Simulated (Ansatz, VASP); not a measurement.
# SnTe3 in VASP and in Ansatz

Contents of INCAR:

```
SYSTEM = SnTe3
ALGO     = Normal         ! electronic algorithm
EDIFF    = 1E-6           ! SCF threshold, eV
ENCUT    = 520            ! plane-wave cutoff, eV
GGA      = PE             ! functional
ISIF     = 2              ! what is computed and relaxed
ISMEAR   = -1             ! smearing method
LASPH    = .TRUE.         ! aspherical terms in the spheres
LCHARG   = .TRUE.         ! write CHGCAR
LELF     = .TRUE.         ! ELF
LREAL    = .FALSE.        ! projectors in reciprocal space
LVHAR    = .TRUE.       
LWAVE    = .FALSE.        ! write WAVECAR
NBANDS   = 24             ! bands
NELM     = 100            ! most SCF steps
PREC     = Accurate       ! precision mode
SIGMA    = 0.05           ! smearing width, eV
```

KPOINTS

```
k-points
0
G
  6 6 6
  0 0 0
```

The input POSCAR:

```
SnTe3
1.0
    0.0000000000      3.7823964951      3.7823964951
    3.7823964951      0.0000000000      3.7823964951
    3.7823964951      3.7823964951      0.0000000000
Te Sn
3 1
Direct
    0.5000000000      0.5000000000      0.5000000000
    0.7500000000      0.7500000000      0.7500000000
    0.2500000000      0.2500000000      0.2500000000
    0.0000000000      0.0000000000      0.0000000000
```

File input.yaml:

```yaml
crystal:
  lattice:
    - [0.0, 3.7823964951, 3.7823964951]
    - [3.7823964951, 0.0, 3.7823964951]
    - [3.7823964951, 3.7823964951, 0.0]
  atoms:
    - { symbol: Te, position: [0.5, 0.5, 0.5] }
    - { symbol: Te, position: [0.75, 0.75, 0.75] }
    - { symbol: Te, position: [0.25, 0.25, 0.25] }
    - { symbol: Sn, position: [0.0, 0.0, 0.0] }
hamiltonian:
  xc: pbe
  pseudopotentials: { kind: paw }
kpoints:
  mp_grid: { grid: [6, 6, 6] }
scf:
  occupations: { method: fermi_dirac, width: 0.05 }
output:
  forces: true
  stress: true
  eigenvalues: true
  write_density: true
  write_potential: true
  elf: true
  volumetric_format: npy
```

The cell comes from a database or a generator and needn't be the stable form of this composition.

Alike in both runs: task single point; functional PBE; k mesh 6 × 6 × 6; occupations fermi-dirac, width 0.05 eV; no spin polarisation.

|  | VASP | Ansatz |
| --- | --- | --- |
| version | VASP 6.6.1 | Ansatz 0.2.0 |
| potentials or method | VASP PAW PBE potentials, release 64 (Te, Sn_d) | Ansatz PAW |
| plane-wave cutoff (eV) | 520 | 420 |
| valence electrons in the cell | 32 | 62 |

```csv
,VASP,Ansatz,Ansatz less VASP
gap on the k mesh at the Fermi level (eV),none,none,-
pressure (GPa),3.5,3.6,+0.07
```

A gap of «none» marks a metal or a gap that the smearing closes. The two sets of potentials don't hold the same shells in valence.

The runs have no spin-orbit coupling, so splittings on Te are missing.
